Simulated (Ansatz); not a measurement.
Runs of Ansatz 0.2.0 on CO2. It takes space group I-42d (No. 122, tetragonal). Conventional cell: a = 3.949 Å, b = 3.949 Å, c = 6.028 Å, α = 90.00°, β = 90.00°, γ = 90.00°. O (site symmetry 2) is surrounded by 2 C at 1.40 Å. Around C (site symmetry -4) lie 4 O at 1.40 Å. The cell comes from a database or a generator and needn't be the stable form of this composition.

| task | level | cell | cutoff (eV) | points for each segment of the path | gap on the mesh (eV) | pressure (GPa) | relaxed volume (Å³/atom) | largest force (eV/Å) |
| --- | --- | --- | --- | --- | --- | --- | --- | --- |
| band structure | r2SCAN | as given | 500 | 14 | 8.52 | -7.9 | - | 0.27 |
| band structure | PBEsol | as given | 420 | 14 | 7.59 | -6.6 | - | (d) |
| band structure | LDA | as given | 420 | 14 | (b) | (a) | - | 0.55 |
| relaxation of cell and atoms | LDA | relaxed | 420 | - | 7.63 | 0.0 | (c) | - |
| relaxation of cell and atoms | PBE | relaxed | 420 | - | 7.71 | 0.0 | 7.84 | - |

Alike in all rows: potentials or basis Ansatz PAW; no spin polarisation; k mesh 9 × 9 × 9; smearing fermi-dirac 0.05 eV.

Question: Fill in the values left out.

Answer: (a) -14.0; (b) 7.46; (c) 7.35; (d) 0.21.

Caveats: the PAW data sets come from PBE, with cores solved anew for the run's functional, which leaves a small shift of forces and pressure (some runs); odd divisions of the mesh miss points on the zone boundary, where band edges often lie, so the gap on the mesh can be too wide (some runs); the plane-wave basis is chosen anew once the cell has moved, so the energies of steps on either side of that aren't comparable (some runs).

A k mesh can miss the band edges.
